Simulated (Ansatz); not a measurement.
**Bands, cutoff and cost in G0W0 for BN (P6_3/mmc)**

Aim: see how the G0W0 gap of BN (P6_3/mmc) on PBE moves with empty bands and screening cutoff, and what each rung costs.

Main program and level: Ansatz 0.2.0; G0W0 on PBE, plane waves, PAW.

The database entry behind the starting cell differs from later determinations by our own check (about 0.3 % short, minor phase), so it need not match the best structure at ambient conditions.

## Step 1: The structure

It takes space group P6_3/mmc (No. 194, hexagonal). The conventional cell has a = 2.498 Å, b = 2.498 Å, c = 6.636 Å, α = 90.00°, β = 90.00°, γ = 120.00°. B has 3 N at 1.44 Å nearest. Nearest to N lie 3 B at 1.44 Å. Farther neighbours and most contacts between anions are not listed.

The cell and positions come from the Crystallography Open Database and are kept as given unless a step says otherwise. The default PAW set here is soft_2. Its files were made with PBE.

## Step 2: 37 empty bands, screening to 60 eV

Now the one-shot GW correction: screening in the RPA, then the self-energy of the levels asked for.

The input, input.yaml:

```yaml
crystal:
  lattice:
    - [2.49824, 0.0, 0.0]
    - [-1.24912, 2.1635393048, 0.0]
    - [0.0, 0.0, 6.6357]
  atoms:
    - { symbol: B, position: [0.3333333333, 0.6666666667, 0.25] }
    - { symbol: B, position: [0.6666666667, 0.3333333333, 0.75] }
    - { symbol: "N", position: [0.3333333333, 0.6666666667, 0.75] }
    - { symbol: "N", position: [0.6666666667, 0.3333333333, 0.25] }
kpoints:
  mp_grid: { grid: [9, 9, 2] }
hamiltonian:
  xc: pbe
scf:
  occupations: { method: fixed }
gw:
  n_empty_bands: 37
  ecut_chi: 60
  qp_bands: [v2, c2]
  qp_kpoints: band_edges
  screening: { model: contour_deformation }
```

On the command line:

```bash
$ ansatz run input.yaml --threads 2 --pin off --max-ram 92160MiB --backend cuda --events-out ev --progress --plain --runs-dir out --devices 1 --max-vram 13GiB  # rebuilt from the run's record
```

Numbers of over 12 decimals in the logs are rounded to 6 here.

The log of the run:

```text
GPUs: using 1 of 1 available (devices: 1).
Engine: ansatz 0.2.0, x86_64-unknown-linux-gnu
Pseudopotentials: kind: paw
Pseudopotential: B, paw, valence charge 3, recommended cutoff 420 eV (normal), B.paw.azcp
Pseudopotential: N, paw, valence charge 5, recommended cutoff 420 eV (normal), N.paw.azcp
Functional definition: PBE
  parameter kappa = 0.804
  parameter beta = 0.066725
  exchange = pbe_x(kappa = kappa, mu = beta*pi^2/3)
  correlation = pbe_c(beta = beta)
device memory: the entry about to start is reckoned to put 0.4 GiB on a device that reports 53.1 GiB free (of which the cap on the GPU budget leaves the run 13.0 GiB)
GPU FFT provider: cuFFT
GPU libraries: cuBLAS 13.8.2, cuFFT 12.4.0, cuSOLVER 12.3.4
Crystal: 4 atoms, lattice volume = 35.866 Å³
Basis set: ecut = 420 eV, 689 PW (Γ)
Bands: 12, of which v1, the nominal top of the filled ones, is band 8 counted from 1 (7 counted from 0)
Symmetry: 24 space group operations
Space group: P63/mmc (ITA 194), of the structure as read, at distance tolerance 3.3e-5 Å
k-points: 24 of 162
Non-local potential: B, projectors of the file, l = 0: 2, l = 1: 2, l = 2: 1
Non-local potential: N, projectors of the file, l = 0: 2, l = 1: 2, l = 2: 1
PAW form: soft (Blöchl's): semilocal exchange-correlation on the pseudo side does not see the compensation charge
PAW one-centre angular grid: B, 110 points (default); XC on 64 Gauss nodes
PAW one-centre angular grid: N, 110 points (default); XC on 64 Gauss nodes
Initial density: superposition of atomic densities (neutral atoms: chi_scale 0, normalization atom), corrected by the library's trained network
Initial wavefunctions: pseudopotential atomic-orbital guess
GPU buffer pool allocated for 14580 grid points (all kernels)
GPU transforms: local potential and band sums: pruned to the plane-wave sphere, on 18×18×45
Functional: x = pbe(κ = 0.804, μ = 0.219515), c = pbe(β = 0.066725)
SCF iter   1: F=—  HF=-1084.799649 eV  |F-HF|=—  |Δ(HF+E_count)|=         —  Δρ=1.45e-3  dr2=1.94e-4  ethr=1.77e-3  ⟨swp⟩=5.0  Hψ=1591  notcnv=0  defer=43
preconditioner: auto → none  [insulator: Δε(μ)=4.408 eV  Ē_g=15.895 eV  n_scr=4 (ndim 8)  ℏωp=24.8 eV  f_vac=0.022  ε∞_Penn≈3.4]
SCF iter   2: F=—  HF=-1084.800701 eV  |F-HF|=—  |Δ(HF+E_count)|=   1.05e-3  Δρ=7.33e-4  dr2=3.89e-5  ethr=1.21e-6  ⟨swp⟩=2.1  Hψ=703  notcnv=0  defer=48
SCF iter   3: F=—  HF=-1084.801018 eV  |F-HF|=—  |Δ(HF+E_count)|=   3.17e-4  Δρ=3.18e-4  dr2=8.63e-6  ethr=2.43e-7  ⟨swp⟩=2.0  Hψ=520  notcnv=0  defer=44
iter 4 did not close the SCF: its close was put off for the readings that it lacked (scf_convergence_deferred on its scf_iter line)
SCF iter   4: F=-1084.801081 eV  HF=-1084.801081 eV  |F-HF|=3.20e-7  |Δ(HF+E_count)|=   6.29e-5  Δρ=2.23e-5  dr2=6.05e-8  ethr=5.40e-8  ⟨swp⟩=2.0  Hψ=495  notcnv=0  defer=48
iter 5 did not close the SCF: its close was put off for the readings that it lacked (scf_convergence_deferred on its scf_iter line)
SCF iter   5: F=-1084.801081 eV  HF=-1084.801081 eV  |F-HF|=8.45e-9  |Δ(HF+E_count)|=   3.45e-7  Δρ=4.39e-6  dr2=4.00e-9  ethr=3.78e-10  ⟨swp⟩=2.0  Hψ=478  notcnv=0  defer=48
SCF iter   6: F=-1084.801081 eV  HF=-1084.801081 eV  |F-HF|=2.02e-10  |Δ(HF+E_count)|=   1.04e-8  Δρ=6.21e-7  dr2=7.94e-11  ethr=2.50e-11  ⟨swp⟩=4.3  Hψ=1302  notcnv=0
SCF 1 converged in 6 iterations: F = -1084.801081 eV  dr2 = 7.94e-11
  greatest PAW one-centre occupation: 0.798 electrons in one spin orbital (limit 2), on the N atom at site 3 (counted from 0), in its partial waves of l = 0
device memory: the entry about to start is reckoned to put 0.5 GiB on a device that reports 53.2 GiB free (of which the cap on the GPU budget leaves the run 13.0 GiB)
NSCF: frozen V_eff on 24 k-points, pencils in batches of 32, up to order 48
the band table was solved once the SCF had ended and its energy, with any forces and stress, was formed, with the checks that follow a solve (1799 applications of the Hamiltonian). They found nothing against the state; the energy, forces and stress were not computed again (output.eigenvalues in the input reference)
device memory: the entry about to start is reckoned to put 0.8 GiB on a device that reports 53.1 GiB free (of which the cap on the GPU budget leaves the run 13.0 GiB)
NSCF: frozen V_eff on 24 k-points, pencils in batches of 32, up to order 200
G₀W₀ screening: q 1/24
[... further progress lines ...]
device memory: the entry about to start is reckoned to put 0.3 GiB on a device that reports 53.8 GiB free (of which the cap on the GPU budget leaves the run 13.0 GiB)
NSCF: frozen V_eff on 1 k-points
device memory: the entry about to start is reckoned to put 0.3 GiB on a device that reports 53.8 GiB free (of which the cap on the GPU budget leaves the run 13.0 GiB)
NSCF: frozen V_eff on 1 k-points
SCF converged after 6 iterations
Free energy (F): -1084.801081 eV
Harris-Foulkes:  -1084.801081 eV  (|F-HF|=2.02e-10)
Internal energy: -1084.801081 eV  (E = F + TS)
E sigma→0 (E₀):  -1084.801081 eV
Fermi energy:    4.793511 eV
--- Per-component energies (eV) ---
  E_band       = -37.438629
  E_kinetic    = 367.642756
  E_local      = -693.905714  (includes V_loc(G=0)·N_el)
  E_nonlocal   = 115.816858
  E_hartree    = 223.940394
  E_xc         = -184.632926
  E_vxc        = -229.082292  (∫ρ·V_xc dr)
  E_paw        = -413.731438  (= ΣΔE_a)
  E_vpaw       = -45.791354  (= ΣTr[D̂ρ^β])
  E_aug_tail   = 0.000198  (compensation charges beyond the density's cutoff)
  E_ewald      = -499.931209
  E_smearing   = -0.000000  (= −TS)
  E_closure    = 0.000000  (closes the sum)
  Σ components = -1084.801081   (vs F -1084.801081, Δ=0.00e0)
--- Band table (eV; the first three rows and the last of 24) ---
  k-point 0: bands = [... 4 lower, 3.4730, 3.4730, 3.5102, 3.5102, 10.0616, 15.1430, 16.4277, 16.4277]
  k-point 1: bands = [... 4 lower, 3.4911, 3.4911, 3.4911, 3.4911, 12.4367, 12.4367, 16.4884, 16.4884]
  k-point 2: bands = [... 4 lower, 2.5112, 2.5436, 3.0255, 3.0686, 10.4897, 14.9665, 16.1451, 16.4402]
  k-point 23: bands = [... 4 lower, -2.3634, -2.3634, 4.7935, 4.7935, 9.4569, 9.4569, 16.8384, 16.8384]
--- G₀W₀: contour deformation, 5 samples at zero and on the imaginary axis and 1 off it, 162 q-points, 37 empty bands' worth ---
  eigenvalues of the whole cell's RPA ε∞ on this k-mesh (on a slab, of 1 + 4πα/V) = 2.5396, 4.5898, 4.5898; static W/v taken at q = 0 is 0.283148
  bands read: the sum over 45 bands ends inside a degenerate multiplet in 13 slots, whose members it reads at an even weight; the widest, k=1: bands 45 to 48 (counted from 1) at 1/4 each
  gw.qp_kpoints: band_edges: 13 of 24 stored k-points solved, in 2 passes; an edge of the gap read off the rows below is read off those points alone
    valence top: of the k-points left out ik 18 came nearest to being solved in a further pass, in band 8 (counted from 1, as in the quasiparticle table): it holds the edge there only if its correction is more favourable than any solved in that band by at least 1.023 eV; those differ by 0.228 eV
    conduction bottom: of the k-points left out ik 15 came nearest to being solved in a further pass, in band 9 (counted from 1, as in the quasiparticle table): it holds the edge there only if its correction is more favourable than any solved in that band by at least 0.898 eV; those differ by 0.870 eV
    ik  band        ε_KS         Σx   Σc(E_QP)       V_xc       Z   E_QP_lin       E_QP  E_QP is
     0     7      3.5102   -23.6743     4.0193   -19.2429  0.8006     3.0963     3.0981  root
     0     8      3.5102   -23.6743     4.0193   -19.2429  0.8006     3.0963     3.0981  root
     0     9     10.0616    -4.9461    -3.8183    -9.1704  0.8411    10.4691    10.4677  root
     0    10     15.1430    -7.8256    -5.0550   -14.3929  0.7648    16.7186    16.6553  root
     1     7      3.4911   -23.6605     4.0242   -19.2203  0.8005     3.0732     3.0750  root
     1     8      3.4911   -23.6605     4.0242   -19.2203  0.8005     3.0732     3.0750  root
     1     9     12.4367    -6.3642    -4.1718   -11.4058  0.8186    13.3159    13.3065  root
     1    10     12.4367    -6.3642    -4.1718   -11.4058  0.8186    13.3159    13.3065  root
     2     7      3.0255   -23.5284     4.1044   -18.9557  0.7972     2.5548     2.5572  root
     2     8      3.0686   -23.5664     4.0955   -19.0137  0.7974     2.6093     2.6116  root
     2     9     10.4897    -4.9175    -3.8346    -9.1886  0.8395    10.9279    10.9262  root
     2    10     14.9665    -8.1065    -5.0812   -14.7637  0.7613    16.6084    16.5425  root
     3     7      3.0470   -23.5476     4.1003   -18.9845  0.7973     2.5819     2.5842  root
     3     8      3.0470   -23.5476     4.1003   -18.9845  0.7973     2.5819     2.5842  root
     3     9     12.7315    -6.4479    -4.1907   -11.5646  0.8156    13.6689    13.6576  root
     3    10     12.7315    -6.4479    -4.1907   -11.5646  0.8156    13.6689    13.6576  root
     8     7      2.9956   -18.9081     3.2693   -14.9382  0.7827     2.2881     2.2950  root
     8     8      4.2074   -20.5431     3.2405   -16.8671  0.7889     3.7698     3.7720  root
     8     9      9.4590    -6.0319    -4.0004   -11.1129  0.8219    10.5515    10.5397  root
     8    10     10.7736    -7.8129    -4.2072   -13.4862  0.8041    12.2684    12.2397  root
     9     7      3.5979   -19.6485     3.2298   -15.8421  0.7866     3.0170     3.0212  root
     9     8      3.5979   -19.6485     3.2298   -15.8421  0.7866     3.0170     3.0212  root
     9     9      9.9116    -6.7617    -3.9861   -11.9420  0.8170    11.1214    11.1058  root
     9    10      9.9116    -6.7617    -3.9861   -11.9420  0.8170    11.1214    11.1058  root
[...]
22     7      4.7139   -20.3287     3.0262   -16.9312  0.7944     4.3412     4.3426  root
    22     8      4.7139   -20.3287     3.0262   -16.9312  0.7944     4.3412     4.3426  root
    22     9      9.6723    -6.6196    -4.2007   -12.0962  0.8122    10.9665    10.9483  root
    22    10      9.6723    -6.6196    -4.2007   -12.0962  0.8122    10.9665    10.9483  root
    23     7      4.7935   -20.6259     3.0661   -17.2111  0.7942     4.4435     4.4447  root
    23     8      4.7935   -20.6259     3.0661   -17.2111  0.7942     4.4435     4.4447  root
    23     9      9.4569    -6.1903    -4.1775   -11.5679  0.8156    10.6724    10.6570  root
    23    10      9.4569    -6.1903    -4.1775   -11.5679  0.8156    10.6724    10.6570  root
```

The job ended after 9.5 s (1 × NVIDIA H100 80GB HBM3 (shared by 6 runs) with 2 threads of AMD EPYC 7R13 (Zen 3), shared host; peak memory 1 GiB; 12 s of CPU time).

The column dr2 measures how far the density is from self-consistency, as an energy; F and HF (Harris–Foulkes) agree once it is small.

This step gave:

| Property | Result |
| --- | --- |
| bands summed | 45 |
| RPA ε∞ on this mesh (eigenvalues) | 2.540, 4.590, 4.590 |
| plane waves in the screening matrix | 39 |
| q-points in the mesh | 162 |
| G0W0 gap on the mesh | 5.827 eV |
| k of the valence top | 0.3333, 0.3333, -0.5 |
| k of the conduction bottom | 0.1111, 0.4444, 0 |
| starting gap on the mesh | 4.413 eV |
| Z at the valence top | 0.7942 |
| Z at the conduction bottom | 0.8229 |
| least direct G0W0 gap on the computed points | 6.179 eV |

The gap on the mesh goes from 4.41 eV to 5.83 eV, a correction of +1.41 eV. Between the two edge states, bare exchange in place of the xc potential would open the gap by 8.50 eV, and correlation takes back 7.08 eV.

## Step 3: 107 empty bands, screening to 120 eV

Bands and screening cutoff are moved together, since each hides the error of the other.

Changes to input.yaml since step 2:

```diff
@@ -17,4 +17,4 @@
 gw:
-  n_empty_bands: 37
-  ecut_chi: 60
+  n_empty_bands: 107
+  ecut_chi: 120
   qp_bands: [v2, c2]
```

The log of the run:

```text
GPUs: using 1 of 1 available (devices: 1).
[...]
GPU FFT provider: cuFFT
GPU libraries: cuBLAS 13.8.2, cuFFT 12.4.0, cuSOLVER 12.3.4
Crystal: 4 atoms, lattice volume = 35.866 Å³
Basis set: ecut = 420 eV, 689 PW (Γ)
Bands: 12, of which v1, the nominal top of the filled ones, is band 8 counted from 1 (7 counted from 0)
Symmetry: 24 space group operations
[...]
k-points: 24 of 162
[...]
GPU buffer pool allocated for 14580 grid points (all kernels)
[...]
SCF iter   1: F=—  HF=-1084.799649 eV  |F-HF|=—  |Δ(HF+E_count)|=         —  Δρ=1.45e-3  dr2=1.94e-4  ethr=1.77e-3  ⟨swp⟩=5.0  Hψ=1591  notcnv=0  defer=43
[...]
SCF iter   6: F=-1084.801081 eV  HF=-1084.801081 eV  |F-HF|=2.02e-10  |Δ(HF+E_count)|=   1.04e-8  Δρ=6.21e-7  dr2=7.94e-11  ethr=2.50e-11  ⟨swp⟩=4.3  Hψ=1302  notcnv=0
SCF 1 converged in 6 iterations: F = -1084.801081 eV  dr2 = 7.94e-11
[...]
NSCF: frozen V_eff on 24 k-points, pencils in batches of 32, up to order 48
[...]
NSCF: frozen V_eff on 24 k-points
G₀W₀ screening: q 1/24
[... further progress lines ...]
[...]
SCF converged after 6 iterations
Free energy (F): -1084.801081 eV
[...]
Internal energy: -1084.801081 eV  (E = F + TS)
E sigma→0 (E₀):  -1084.801081 eV
Fermi energy:    4.793511 eV
[...]
--- Band table (eV; the first three rows and the last of 24) ---
  k-point 0: bands = [... 4 lower, 3.4730, 3.4730, 3.5102, 3.5102, 10.0616, 15.1430, 16.4277, 16.4277]
  k-point 1: bands = [... 4 lower, 3.4911, 3.4911, 3.4911, 3.4911, 12.4367, 12.4367, 16.4884, 16.4884]
  k-point 2: bands = [... 4 lower, 2.5112, 2.5436, 3.0255, 3.0686, 10.4897, 14.9665, 16.1451, 16.4402]
  k-point 23: bands = [... 4 lower, -2.3634, -2.3634, 4.7935, 4.7935, 9.4569, 9.4569, 16.8384, 16.8384]
[...]
0     7      3.5102   -23.6743     3.4540   -19.2429  0.7956     2.5227     2.5328  root
     0     8      3.5102   -23.6743     3.4540   -19.2429  0.7956     2.5227     2.5328  root
     0     9     10.0616    -4.9461    -3.9388    -9.1704  0.8390    10.3479    10.3472  root
     0    10     15.1430    -7.8256    -5.4994   -14.3929  0.7589    16.2398    16.2109  root
     1     7      3.4911   -23.6605     3.4593   -19.2203  0.7955     2.4999     2.5101  root
     1     8      3.4911   -23.6605     3.4593   -19.2203  0.7955     2.4999     2.5101  root
     1     9     12.4367    -6.3642    -4.4106   -11.4058  0.8146    13.0725    13.0677  root
     1    10     12.4367    -6.3642    -4.4106   -11.4058  0.8146    13.0725    13.0677  root
[...]
23     7      4.7935   -20.6259     2.6299   -17.2111  0.7851     4.0020     4.0086  root
    23     8      4.7935   -20.6259     2.6299   -17.2111  0.7851     4.0020     4.0086  root
    23     9      9.4569    -6.1903    -4.5527   -11.5679  0.8106    10.2888    10.2818  root
    23    10      9.4569    -6.1903    -4.5527   -11.5679  0.8106    10.2888    10.2818  root
```

Run time: 15 s. Hardware: 1 × NVIDIA H100 80GB HBM3 (shared by 6 runs) with 2 threads; peak memory 1.1 GiB; 22 s of CPU time.

This step gave:

* bands summed: 115
* RPA ε∞ on this mesh (eigenvalues): 2.533, 4.558, 4.558
* plane waves in the screening matrix: 107
* q-points in the mesh: 162
* G0W0 gap on the mesh: 5.919 eV
* k of the valence top: 0.3333, 0.3333, -0.5
* k of the conduction bottom: 0.1111, 0.4444, 0
* starting gap on the mesh: 4.413 eV
* Z at the valence top: 0.7851
* Z at the conduction bottom: 0.8185
* least direct G0W0 gap on the computed points: 6.258 eV

Against the run with 9×9×2 mesh, 37 empty bands, screening to 60 eV, the gap moves by +0.09 eV.

## Step 4: 230 empty bands, screening to 200 eV

Changes to input.yaml since step 3:

```diff
@@ -17,4 +17,4 @@
 gw:
-  n_empty_bands: 107
-  ecut_chi: 120
+  n_empty_bands: 230
+  ecut_chi: 200.0
   qp_bands: [v2, c2]
```

The log of the run:

```text
GPUs: using 1 of 1 available (devices: 1).
[...]
GPU FFT provider: cuFFT
GPU libraries: cuBLAS 13.8.2, cuFFT 12.4.0, cuSOLVER 12.3.4
Crystal: 4 atoms, lattice volume = 35.866 Å³
Basis set: ecut = 420 eV, 689 PW (Γ)
Bands: 12, of which v1, the nominal top of the filled ones, is band 8 counted from 1 (7 counted from 0)
Symmetry: 24 space group operations
[...]
k-points: 24 of 162
[...]
1    10     12.4367    -6.3642    -4.5540   -11.4058  0.8126    12.9271    12.9244  root
[...]
23     7      4.7935   -20.6259     2.3886   -17.2111  0.7810     3.7555     3.7673  root
    23     8      4.7935   -20.6259     2.3886   -17.2111  0.7810     3.7555     3.7673  root
    23     9      9.4569    -6.1903    -4.6552   -11.5679  0.8097    10.1847    10.1793  root
    23    10      9.4569    -6.1903    -4.6552   -11.5679  0.8097    10.1847    10.1793  root
[key lines of the parts left out:]
SCF converged after 6 iterations
Free energy (F): -1084.801081 eV
Fermi energy:    4.793511 eV
```

The job ended after 17 s (1 × NVIDIA H100 80GB HBM3 (shared by 6 runs) with 2 threads; peak memory 1.3 GiB; 22 s of CPU time).

Numbers from this step:

```
bands summed                                 : 238
RPA ε∞ on this mesh (eigenvalues)            : 2.531, 4.531, 4.531
plane waves in the screening matrix          : 225
G0W0 gap on the mesh                         : 6.066 eV
k of the valence top                         : 0.3333, 0.3333, -0.5
k of the conduction bottom                   : 0.1111, 0.4444, 0
starting gap on the mesh                     : 4.413 eV
least direct G0W0 gap on the computed points : 6.398 eV
```

Against the run with 9×9×2 mesh, 107 empty bands, screening to 120 eV, the gap moves by +0.15 eV.

## Step 5: Changing the k mesh: 6×6×2 mesh, 107 empty bands, screening to 120 eV

Only the mesh changes. It samples the long-range screening, which converges on its own terms. Bands and cutoff differ from the step before, so it is read against an earlier run that matches them.

Changes to input.yaml since step 4:

```diff
@@ -11,3 +11,3 @@
 kpoints:
-  mp_grid: { grid: [9, 9, 2] }
+  mp_grid: { grid: [6, 6, 2] }
 hamiltonian:
@@ -17,4 +17,4 @@
 gw:
-  n_empty_bands: 230
-  ecut_chi: 200.0
+  n_empty_bands: 107
+  ecut_chi: 120
   qp_bands: [v2, c2]
```

The log of the run:

```text
GPUs: using 1 of 1 available (devices: 1).
[...]
GPU FFT provider: cuFFT
GPU libraries: cuBLAS 13.8.2, cuFFT 12.4.0, cuSOLVER 12.3.4
Crystal: 4 atoms, lattice volume = 35.866 Å³
Basis set: ecut = 420 eV, 689 PW (Γ)
Bands: 12, of which v1, the nominal top of the filled ones, is band 8 counted from 1 (7 counted from 0)
Symmetry: 24 space group operations
[...]
k-points: 14 of 72
[...]
1    10     12.4367    -6.3583    -4.4210   -11.4058  0.8140    13.0679    13.0632  root
[...]
13     7      4.7933   -20.6779     2.6720   -17.2107  0.7844     3.9913     3.9982  root
    13     8      4.7933   -20.6779     2.6720   -17.2107  0.7844     3.9913     3.9982  root
    13     9      9.4570    -6.1445    -4.5903   -11.5681  0.8100    10.2976    10.2903  root
    13    10      9.4570    -6.1445    -4.5903   -11.5681  0.8100    10.2976    10.2903  root
[key lines of the parts left out:]
SCF converged after 6 iterations
Free energy (F): -1084.800582 eV
Fermi energy:    4.793338 eV
```

Run time: 6.7 s. Hardware: 1 × NVIDIA H100 80GB HBM3 (shared by 6 runs) with 2 threads; peak memory 1 GiB; 9.6 s of CPU time.

Numbers from this step:

```
bands summed                                 : 115
RPA ε∞ on this mesh (eigenvalues)            : 2.535, 4.543, 4.543
plane waves in the screening matrix          : 107
G0W0 gap on the mesh                         : 5.786 eV
k of the valence top                         : 0.3333, 0.3333, -0.5
k of the conduction bottom                   : 0, -0.5, 0
starting gap on the mesh                     : 4.295 eV
least direct G0W0 gap on the computed points : 6.269 eV
```

Against the run with 9×9×2 mesh, 107 empty bands, screening to 120 eV, the gap moves by −0.13 eV, while the start moved by −0.12 eV. A band edge is found at another k point on this mesh.

[end of part 1 of 2]

[Paths, hosts, dates, memory and timing lines, banners, echoed tables and standing remarks are left out of the program output.]

[Logs are printed without paths, hosts, clocks, repeated set-up lines and the standing remarks that a program may print on its own settings, such as how far it seeks lower states.]

[Runs of the session that timed out or met a known fault of the program may be left out.]

[Cells called generated may have been cut or substituted from an entry of the Crystallography Open Database or the Materials Project.]

[Hosts, paths, dates, database ids (printed as entryN), source tags and the programs' standing remarks are cut or masked in the printed files.]
